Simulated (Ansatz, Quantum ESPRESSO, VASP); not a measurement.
## Au: 9 runs at one level of theory

```
Au
1.0
     0.00000    2.03500    2.03500
     2.03500    0.00000    2.03500
     2.03500    2.03500    0.00000
Au
1
Direct
  0.00000 0.00000 0.00000
```

Alike in all runs: task band structure; functional PBE; k mesh 11 × 11 × 11; occupations fermi-dirac, width 0.05 eV; no spin polarisation; no spin-orbit coupling. Pressure is positive in compression and, in plane waves, holds the error of the finite cutoff, which Ansatz's Pulay term estimates and takes out.

```csv
program and potentials,plane-wave cutoff (eV),notes,pressure (GPa)
"Ansatz, PseudoDojo stringent (PBE files)",1034,19 valence electrons an atom on average,10.34
"Ansatz, JTH PAW",750,11 valence electrons an atom on average,?
"Ansatz, SPMS NC",517,19 valence electrons an atom on average; Pulay term of +0.03 GPa included,10.89
"Ansatz, Ansatz PAW (files of its older set among them)",617,19 valence electrons an atom on average,10.86
"Ansatz, all-electron LAPW, scalar-relativistic",-,-,10.77
"Ansatz, Ansatz NC",1034,19 valence electrons an atom on average; Pulay term of +0.04 GPa included,10.86
"VASP, PBE PAW files Au, release 54, 500 eV",500,11 valence electrons an atom on average,10.49
"Quantum ESPRESSO, PseudoDojo 0.4.1 SR PBE standard",1034,19 valence electrons an atom on average,10.34
"VASP, PBE PAW files Au, release 54, 520 eV",520,11 valence electrons an atom on average,10.54
```

**Question.** Estimate from the other rows what the run with Ansatz, JTH PAW gave.

**Answer.** Pressure 11.06 GPa. Its pressure holds a Pulay term of +0.05 GPa. The other rows, which needn't bracket it: pressure 10.34 to 10.89.
